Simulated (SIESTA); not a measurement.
# MnO under changes of volume

One of the cells (10.999 Å³/atom); the others are scaled copies at fixed shape and fractional positions:

```
Mn O
1.0
     0.00000    2.22391    2.22391
     2.22391    0.00000    2.22391
     2.22391    2.22391    0.00000
Mn O
1 1
Direct
  0.00000 0.00000 0.00000
  0.50000 0.50000 0.50000
```

The cell is a database's computed one.

```yaml
Program: SIESTA 5.4.2
Functional: LDA
Potentials_or_basis: PseudoDojo 0.4 standard (LDA files)
Basis: DZP (energy shift 0.002 Ry)
Grid_cutoff: 800 Ry
Energy_shift: 0.002 Ry
k_mesh: 7 × 7 × 7
Occupations: fermi-dirac, width 0.05 eV
Spin: collinear spin, ferromagnetic start
Starting_moments: "[4.0, 0.0] μB"
```

```tsv
volume (Å³/atom)	energy over the lowest point (meV/atom)	pressure (GPa)	moment (μB per cell)
10.339	0.00	-7.9	4.53
10.559	12.17	-10.8	4.56
10.779	29.00	-13.5	4.58
10.999	49.64	-15.7	4.61
11.219	72.70	-17.1	4.67
11.439	97.26	-18.6	4.71
11.659	?	?	?
```

Task: What does the run at 11.659 Å³/atom give?

Result: Energy over the lowest point 123.95 meV/atom; pressure -19.8 GPa; moment 4.76 μB per cell.

Worked out: A Birch-Murnaghan fit of order 3 (a polynomial in V^(-2/3)) to the other rows has its minimum at 10.07 Å³/atom, just outside them, with B0 = V·E''(V) = 290 GPa (rough, since the energies scatter). It gives 122.67 meV/atom at 11.659 Å³/atom, against the run's 123.95, and -dE/dV = -18.6 GPa, against -19.8. A parabola through the other rows of the moment, of slope 0.283 μB per Å³/atom there, extrapolates to 4.77 μB, against the run's 4.76.

Energies are extrapolated to zero smearing.

Caveats: semicore shells carry a single zeta, which can move pressures by several GPa and volumes by a few percent; the basis of atomic orbitals isn't converged, which shifts pressures, moduli and gaps; a cell with one magnetic atom can't hold antiferromagnetic order, which such compounds often take.
